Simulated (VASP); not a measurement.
The system is ZrO2.

```
CELL_PARAMETERS angstrom
0.00000 2.55857 2.55857
2.55857 0.00000 2.55857
2.55857 2.55857 0.00000
ATOMIC_POSITIONS crystal
Zr 0.00000 0.00000 0.00000
O 0.25000 0.25000 0.25000
O 0.75000 0.75000 0.75000
```

The cell was built by a generator and needn't be a form met in nature.

Base run:

```yaml
Program: VASP 6.6.1
Functional: HSE06
Potentials_or_basis: VASP PAW PBE potentials, release 64 (Zr_sv, O)
Cutoff: 520 eV
k_mesh: 8 × 8 × 8
Occupations: gaussian, width 0.02 eV
Spin: no spin polarisation
```

Its results: band gap on the k mesh 4.94 eV, indirect (least direct gap 5.32 eV); pressure -6.5 GPa.

Question: After a change of settings the same cell gave: band gap on the k mesh 5.66 eV, indirect (least direct gap 6.05 eV); pressure -6.4 GPa. Which change was it?
A. further incar settings from ALGO = Normal; EDIFF = 1e-06; NBANDS = 19 to ALGO = Normal; EDIFF = 1e-06
B. functional from HSE06 to r2SCAN; k mesh from 8 × 8 × 8 to 10 × 10 × 10
C. functional from HSE06 to PBE0; k mesh from 8 × 8 × 8 to 6 × 6 × 6

Answer: C.

Caveats: the PAW data sets were made with another functional, which shifts forces and pressure a little.
